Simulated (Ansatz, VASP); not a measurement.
## Tl: VASP beside Ansatz

```
Tl
1.0
    -1.94100    1.94100    1.94100
     1.94100   -1.94100    1.94100
     1.94100    1.94100   -1.94100
Tl
1
Direct
  0.00000 0.00000 0.00000
```

This isn't the form of Tl at room conditions, which is hcp.

Alike in both runs: task relaxation of cell and atoms; functional PBE; dispersion D3(BJ); k mesh 16 × 16 × 16; occupations gaussian, width 0.1 eV; no spin polarisation.

|  | VASP | Ansatz |
| --- | --- | --- |
| version | VASP 6.6.1 | Ansatz 0.2.0 |
| potentials or method | VASP PAW PBE potentials, release 64 (Tl_d) | scalar-relativistic, plane waves, PAW |
| plane-wave cutoff (eV) | 600 | 420 |
| valence electrons in the cell | 13 | 13 |

Ansatz gave:

```
gap on the k mesh at the Fermi level, each at its own relaxed structure (eV) : none
relaxed volume (Å³/atom)                                                     : 29.55
relaxed cell length with the largest relative difference (Å)                 : 3.373
```

Estimate VASP's values.

gap on the k mesh at the Fermi level, each at its own relaxed structure (eV): none; relaxed volume (Å³/atom): 29.56; relaxed cell length with the largest relative difference (Å): 3.374.

A gap of «none» marks a metal or a gap that the smearing closes.

Caveats: pairwise dispersion overbinds metals, which lowers pressure and volume. Spin-orbit coupling is left out, which matters for the levels of Tl. Zero-point motion and thermal expansion aren't in these numbers.
